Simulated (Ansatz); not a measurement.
# Al (Fm-3m) in Ansatz: a series of runs

One crystal, Al, is run at these levels: r2SCAN+D4; tasks: single point, equation of state.

Program: Ansatz 0.2.0. These are calculated values, not measurements. Logs are shortened: lines on timing, memory, paths and dates and some standing lists are left out, and cuts for length are marked.

**The experiment to reproduce.**

“The interpretation of polycrystalline coherent inelastic neutron scattering from aluminium”, 2013, pmc:3831299 quotes, for a bulk crystal of Al: bulk modulus 76.9 GPa.

The results are compared with them further down.

### 1 The structure

It takes space group Fm-3m (No. 225, cubic). The conventional cell has a = 4.050 Å, b = 4.050 Å, c = 4.050 Å, α = 90.00°, β = 90.00°, γ = 90.00°. Around Al (site symmetry m-3m) lie 12 Al at 2.86 Å.

### 2 Single point, r2SCAN+D4, 15.61 Å³/atom (volume scaled by 0.94)

input.yaml reads:

```yaml
crystal:
  lattice:
    - [0.0, 1.9834708509, 1.9834708509]
    - [1.9834708509, 0.0, 1.9834708509]
    - [1.9834708509, 1.9834708509, 0.0]
  atoms:
    - { symbol: Al, position: [0.0, 0.0, 0.0] }
hamiltonian:
  xc: r2scan
  pseudopotentials: { kind: paw }
  dispersion: d4
kpoints:
  mp_grid: { grid: [11, 11, 11] }
scf:
  occupations: { method: fermi_dirac, width: 0.05 }
output:
  forces: true
  stress: true
  eigenvalues: true
  write_density: true
  write_potential: true
  elf: true
  volumetric_format: npy
```

Potentials or basis: Ansatz PAW.

Run with:

```bash
> ansatz run input.yaml --threads 2 --pin off --max-ram 5120MiB --backend cpu --events-out ev --progress --plain --runs-dir out
```

The log of the run:

```text
Warning: RAYON_NUM_THREADS=2 ignored (pool sized by the plan → 2); use --threads N
Engine: ansatz 0.2.0, aarch64-unknown-linux-gnu
Pseudopotentials: kind: paw
Pseudopotential: Al, paw, valence charge 3, recommended cutoff 500 eV (meta_gga), Al.paw.azcp
Functional definition: r2SCAN
  parameter k0 = 0.174
  parameter k1 = 0.065
  parameter a1 = 4.9479
  exchange = r2scan_x(k0 = k0, k1 = k1, a1 = a1)
  correlation = r2scan_c
Crystal: 1 atoms, lattice volume = 15.607 Å³
Basis set: ecut = 500 eV, 411 PW (Γ), exchange–correlation on 96×96×96 points (64 copies of the dense FFT grid, shifted against one another)
Bands: 6, of which v1, the nominal top of the filled ones, is band 2 counted from 1 (1 counted from 0)
Symmetry: 48 space group operations
Space group: Fm-3m (ITA 225), of the structure as read, at distance tolerance 2.5e-5 Å
k-points: 56 of 1331
Non-local potential: Al, projectors of the file, l = 0: 2, l = 1: 2, l = 2: 1
PAW form: soft (Blöchl's): semilocal exchange-correlation on the pseudo side does not see the compensation charge
PAW frozen core: Al, regenerated for the run's functional (the file was generated under x = pbe(κ = 0.804, μ = 0.2195149727645171), c = pbe(β = 0.06672455060314922))
PAW one-centre angular grid: Al, 302 points (default); XC on 160 Gauss nodes
Initial density: superposition of atomic densities (neutral atoms: chi_scale 0, normalization atom), corrected by the library's trained network
Initial wavefunctions: pseudopotential atomic-orbital guess
Functional: x = r2scan, c = r2scan; τ floored in thin density (d = 2e-4 eV/Å³)
SCF iter   1: F=—  HF=-540.534137 eV  |F-HF|=—  |Δ(HF+E_count)|=         —  Δρ=3.12e-3  dr2=1.68e-3  dr2_τ=5.29e-3  ethr=1.77e-3  ⟨swp⟩=5.0  Hψ=2967  notcnv=0
preconditioner: auto → none  [metal: Δε(μ)=0.080 eV  Ē_g=14.623 eV  σ=0.050 eV  W_gap=0.38  n_scr=0 (ndim 8)  ℏωp=16.3 eV  f_vac=0.000  D(μ)=0.47/eV (n_scr^D=0)]
SCF iter   2: F=—  HF=-540.541241 eV  |F-HF|=—  |Δ(HF+E_count)|=   7.10e-3  Δρ=2.25e-3  dr2=8.64e-4  dr2_τ=2.32e-6  ethr=5.60e-5  ⟨swp⟩=2.1  Hψ=1099  notcnv=0  defer=24
SCF iter   3: F=—  HF=-540.541169 eV  |F-HF|=—  |Δ(HF+E_count)|=   7.25e-5  Δρ=1.26e-3  dr2=2.58e-4  dr2_τ=7.60e-7  ethr=2.88e-5  ⟨swp⟩=1.2  Hψ=321  notcnv=0  defer=24
SCF iter   4: F=—  HF=-540.541148 eV  |F-HF|=—  |Δ(HF+E_count)|=   2.06e-5  Δρ=4.55e-4  dr2=3.28e-5  dr2_τ=4.30e-8  ethr=8.61e-6  ⟨swp⟩=1.0  Hψ=312  notcnv=0  defer=24
SCF iter   5: F=—  HF=-540.541147 eV  |F-HF|=—  |Δ(HF+E_count)|=   1.20e-6  Δρ=9.51e-5  dr2=1.41e-6  dr2_τ=1.73e-9  ethr=1.09e-6  ⟨swp⟩=1.0  Hψ=312  notcnv=0  defer=24
SCF iter   6: F=-540.541147 eV  HF=-540.541147 eV  |F-HF|=7.06e-10  |Δ(HF+E_count)|=   1.24e-8  Δρ=1.17e-5  dr2=2.16e-8  dr2_τ=2.99e-11  ethr=3.33e-9  ⟨swp⟩=6.8  Hψ=1606  notcnv=0
SCF 1 converged in 6 iterations: F = -540.541147 eV  dr2 = 2.16e-8
SCF converged after 6 iterations
Free energy (F): -540.541147 eV
Harris-Foulkes:  -540.541147 eV  (|F-HF|=7.06e-10)
Internal energy: -540.537558 eV  (E = F + TS)
E sigma→0 (E₀):  -540.539353 eV
Entropy (-TS):   -0.003589 eV (-3.589 meV/atom)
Fermi energy:    8.562232 eV
--- Per-component energies (eV) ---
  E_band       = 11.054859
  E_kinetic    = 23.837512
  E_local      = 11.101477  (includes V_loc(G=0)·N_el)
  E_nonlocal   = 9.688347
  E_hartree    = 0.129899
  E_xc         = -37.060895
  E_vxc        = -31.612179  (∫ρ·V_xc dr)
  E_paw        = -473.157391  (= ΣΔE_a)
  E_vpaw       = -3.451832  (= ΣTr[D̂ρ^β])
  E_aug_tail   = -0.000001  (compensation charges beyond the density's cutoff)
  E_vtau       = 1.231738  (kinetic-family band-sum trace: ∫τ·v_τ [+ j·A + Jᵃ·Aᵃ] dr)
  E_ewald      = -74.891887
  E_disp       = -0.124512  (pairwise vdW)
  E_core_change = -0.060108  (= ΣΔE_core)
  E_smearing   = -0.003589  (= −TS)
  E_closure    = -0.000000  (closes the sum)
  Σ components = -540.541147   (vs F -540.541147, Δ=0.00e0)
--- Forces (eV/Å), atoms counted from 1 ---
  atom   1  Al    -0.00000000    -0.00000000    -0.00000000
  max |Σ_I F_I| component: 3.53e-34 eV/Å
--- Stress (GPa, compression-positive) ---
        0.929964       0.000000      -0.000000
        0.000000       0.929964      -0.000000
        0.000000      -0.000000       0.929964
  P = ⅓ Tr σ = 0.9300 GPa (9.300 kbar)
--- Band table (eV; the first three rows and the last of 56) ---
  k-point 0: bands = ["-3.6748", "22.1630", "22.1630", "22.1630", "24.5868", "24.5868"]
  k-point 1: bands = ["-3.4277", "19.1619", "21.6439", "21.6439", "25.0004", "25.4940"]
  k-point 2: bands = ["-2.6890", "15.1874", "20.9385", "20.9385", "24.6446", "26.2153"]
  k-point 55: bands = ["6.9382", "7.2236", "8.9008", "11.2960", "23.8853", "27.1337"]
```

rho_z.tsv:

```text
# z_ang	rho[e/angstrom^3]
# format = ansatz-planar-average/11
# lattice	0.000000000	1.983470851	1.983470851
# lattice	1.983470851	0.000000000	1.983470851
# lattice	1.983470851	1.983470851	0.000000000
# sites	1
# site	13	0.000000000	0.000000000	0.000000000
0.000000	1.864559e-1
0.116877	1.866480e-1
0.233754	1.872508e-1
0.350631	1.883405e-1
0.467509	1.899977e-1
0.584386	1.921337e-1
[... 16 lines left out ...]
2.571297	1.872508e-1
2.688174	1.866480e-1
```

v_z.tsv:

```text
# z_ang	v_es[eV]	v_tot[eV]
# format = ansatz-planar-average/11
# xc	r2scan
# density_cutoff_ev	2000
# datasets	Al=:simpson_from_first_knot:soft:shift=0
# lattice	0.000000000	1.983470851	1.983470851
# lattice	1.983470851	0.000000000	1.983470851
# lattice	1.983470851	1.983470851	0.000000000
# sites	1
# site	13	0.000000000	0.000000000	0.000000000
0.000000	7.098695e-1	-1.085388e1
0.116877	7.378880e-1	-1.078980e1
0.233754	8.272772e-1	-1.059739e1
0.350631	1.001923e0	-1.024262e1
0.467509	1.316517e0	-9.676162e0
0.584386	1.848540e0	-8.902521e0
[... 16 lines left out ...]
2.571297	8.272772e-1	-1.059739e1
2.688174	7.378880e-1	-1.078980e1
```

Wall time 0.87 s (2 threads of Arm Neoverse V2, shared host); peak memory 0.3 GiB.

What came out:

```yaml
Free_energy: -540.5411 eV
Pressure: 0.9 GPa
Band_gap_on_the_k_mesh: none (metal or under the smearing width)
```

Caveat: pairwise dispersion overbinds metals, which lowers pressure and volume; the PAW data sets come from PBE, with cores solved anew for the run's functional, which leaves a small shift of forces and pressure.

### 3 Single point, r2SCAN+D4, 15.94 Å³/atom (volume scaled by 0.96)

input.yaml reads:

```yaml
crystal:
  lattice:
    - [0.0, 1.9974394157, 1.9974394157]
    - [1.9974394157, 0.0, 1.9974394157]
    - [1.9974394157, 1.9974394157, 0.0]
  atoms:
    - { symbol: Al, position: [0.0, 0.0, 0.0] }
hamiltonian:
  xc: r2scan
  pseudopotentials: { kind: paw }
  dispersion: d4
kpoints:
  mp_grid: { grid: [11, 11, 11] }
scf:
  occupations: { method: fermi_dirac, width: 0.05 }
output:
  forces: true
  stress: true
  eigenvalues: true
```

Potentials or basis: Ansatz PAW.

Run with:

```bash
> ansatz run input.yaml --threads 2 --pin off --max-ram 5120MiB --backend cpu --events-out ev --progress --plain --runs-dir out
```

It took 0.73 s on 2 threads of Arm Neoverse V2, shared host; peak memory 0.3 GiB.

It converged, with:

```yaml
Free_energy: -540.5410 eV
Pressure: -1.0 GPa
Band_gap_on_the_k_mesh: none (metal or under the smearing width)
```

Caveat: pairwise dispersion overbinds metals, which lowers pressure and volume; the PAW data sets come from PBE, with cores solved anew for the run's functional, which leaves a small shift of forces and pressure.

### 4 Single point, r2SCAN+D4, 16.27 Å³/atom (volume scaled by 0.98)

Edit input.yaml of step 3 so:

```diff
@@ -2,5 +2,5 @@
   lattice:
-    - [0.0, 1.9974394157, 1.9974394157]
-    - [1.9974394157, 0.0, 1.9974394157]
-    - [1.9974394157, 1.9974394157, 0.0]
+    - [0.0, 2.0112152952, 2.0112152952]
+    - [2.0112152952, 0.0, 2.0112152952]
+    - [2.0112152952, 2.0112152952, 0.0]
   atoms:
@@ -19 +19,5 @@
   eigenvalues: true
+  write_density: true
+  write_potential: true
+  elf: true
+  volumetric_format: npy
```

Run with:

```bash
> ansatz run input.yaml --threads 2 --pin off --max-ram 5120MiB --backend cpu --events-out ev --progress --plain --runs-dir out
```

It took 0.87 s on 2 threads of Arm Neoverse V2, shared host; peak memory 0.3 GiB.

It converged, with:

```yaml
Free_energy: -540.5370 eV
Pressure: -2.8 GPa
Band_gap_on_the_k_mesh: none (metal or under the smearing width)
```

Caveat: pairwise dispersion overbinds metals, which lowers pressure and volume; the PAW data sets come from PBE, with cores solved anew for the run's functional, which leaves a small shift of forces and pressure.

### 5 Single point, r2SCAN+D4, 16.60 Å³/atom

Edit input.yaml of step 4 so:

```diff
@@ -2,5 +2,5 @@
   lattice:
-    - [0.0, 2.0112152952, 2.0112152952]
-    - [2.0112152952, 0.0, 2.0112152952]
-    - [2.0112152952, 2.0112152952, 0.0]
+    - [0.0, 2.024805, 2.024805]
+    - [2.024805, 0.0, 2.024805]
+    - [2.024805, 2.024805, 0.0]
   atoms:
```

Run with:

```bash
> ansatz run input.yaml --threads 2 --pin off --max-ram 5120MiB --backend cpu --events-out ev --progress --plain --runs-dir out
```

Wall time 0.86 s (2 threads of Arm Neoverse V2, shared host); peak memory 0.3 GiB.

It converged, with:

```
Free energy            : -540.5295 eV
Pressure               : -4.4 GPa
Band gap on the k mesh : none (metal or under the smearing width)
```

Caveat: pairwise dispersion overbinds metals, which lowers pressure and volume; the PAW data sets come from PBE, with cores solved anew for the run's functional, which leaves a small shift of forces and pressure.

### 6 Single point, r2SCAN+D4, 16.93 Å³/atom (volume scaled by 1.02)

input.yaml reads:

```yaml
crystal:
  lattice:
    - [0.0, 2.0382146954, 2.0382146954]
    - [2.0382146954, 0.0, 2.0382146954]
    - [2.0382146954, 2.0382146954, 0.0]
  atoms:
    - { symbol: Al, position: [0.0, 0.0, 0.0] }
hamiltonian:
  xc: r2scan
  pseudopotentials: { kind: paw }
  dispersion: d4
kpoints:
  mp_grid: { grid: [11, 11, 11] }
scf:
  occupations: { method: fermi_dirac, width: 0.05 }
output:
  forces: true
  stress: true
  eigenvalues: true
```

Potentials or basis: Ansatz PAW.

Run with:

```bash
> ansatz run input.yaml --threads 2 --pin off --max-ram 5120MiB --backend cpu --events-out ev --progress --plain --runs-dir out
```

It took 0.73 s on 2 threads of Arm Neoverse V2, shared host; peak memory 0.3 GiB.

The run converged. Its results:

```
Free energy            : -540.5189 eV
Pressure               : -5.8 GPa
Band gap on the k mesh : none (metal or under the smearing width)
```

Caveat: pairwise dispersion overbinds metals, which lowers pressure and volume; the PAW data sets come from PBE, with cores solved anew for the run's functional, which leaves a small shift of forces and pressure.

### 7 Single point, r2SCAN+D4, 17.27 Å³/atom (volume scaled by 1.04)

Edit input.yaml of step 6 so:

```diff
@@ -2,5 +2,5 @@
   lattice:
-    - [0.0, 2.0382146954, 2.0382146954]
-    - [2.0382146954, 0.0, 2.0382146954]
-    - [2.0382146954, 2.0382146954, 0.0]
+    - [0.0, 2.0514502267, 2.0514502267]
+    - [2.0514502267, 0.0, 2.0514502267]
+    - [2.0514502267, 2.0514502267, 0.0]
   atoms:
```

Run with:

```bash
> ansatz run input.yaml --threads 2 --pin off --max-ram 5120MiB --backend cpu --events-out ev --progress --plain --runs-dir out
```

Wall time 0.73 s (2 threads of Arm Neoverse V2, shared host); peak memory 0.3 GiB.

It converged, with:

```yaml
Free_energy: -540.5056 eV
Pressure: -7.1 GPa
Band_gap_on_the_k_mesh: none (metal or under the smearing width)
```

Caveat: pairwise dispersion overbinds metals, which lowers pressure and volume; the PAW data sets come from PBE, with cores solved anew for the run's functional, which leaves a small shift of forces and pressure.

### 8 Single point, r2SCAN+D4, 17.60 Å³/atom (volume scaled by 1.06)

Edit input.yaml of step 7 so:

```diff
@@ -2,5 +2,5 @@
   lattice:
-    - [0.0, 2.0514502267, 2.0514502267]
-    - [2.0514502267, 0.0, 2.0514502267]
-    - [2.0514502267, 2.0514502267, 0.0]
+    - [0.0, 2.0645171409, 2.0645171409]
+    - [2.0645171409, 0.0, 2.0645171409]
+    - [2.0645171409, 2.0645171409, 0.0]
   atoms:
```

Run with:

```bash
> ansatz run input.yaml --threads 2 --pin off --max-ram 5120MiB --backend cpu --events-out ev --progress --plain --runs-dir out
```

Wall time 0.73 s (2 threads of Arm Neoverse V2, shared host); peak memory 0.3 GiB.

The run converged. Its results:

| Item | Value |
| --- | --- |
| Free energy | -540.4898 eV |
| Pressure | -8.2 GPa |
| Band gap on the k mesh | none (metal or under the smearing width) |

Caveat: pairwise dispersion overbinds metals, which lowers pressure and volume; the PAW data sets come from PBE, with cores solved anew for the run's functional, which leaves a small shift of forces and pressure.

### 9 Equation of state, r2SCAN+D4

Potentials or basis: Ansatz PAW.

No new run: the results of the series are fitted here.

Results:

| Property | Result |
| --- | --- |
| Equilibrium volume | 15.76 Å³/atom |
| Bulk modulus | 94 GPa |
| Pressure derivative of the bulk modulus | 4.3 |

Energy against volume, from the lowest point:
| volume (Å³/atom) | energy (meV/atom) |
| --- | --- |
| 15.607 | 0.00 |
| 15.939 | 0.15 |
| 16.271 | 4.16 |
| 16.603 | 11.63 |
| 16.935 | 22.20 |
| 17.267 | 35.55 |
| 17.599 | 51.37 |

Caveat: the PAW data sets were made with another functional, which shifts forces and pressure a little.

### 10 Against experiment

Step 9. Measured bulk modulus of Al: 76.9 GPa (quoted in “The interpretation of polycrystalline coherent inelastic neutron scattering from aluminium”, 2013, pmc:3831299). This calculation gives 94 GPa (+22.1 %). The fit is for a static lattice scaled at fixed shape and fixed fractional positions. The cell as given is a measured one (16.60 Å³/atom); r2SCAN+D4 puts the equilibrium volume -5.1 % from it, thermal expansion not counted.
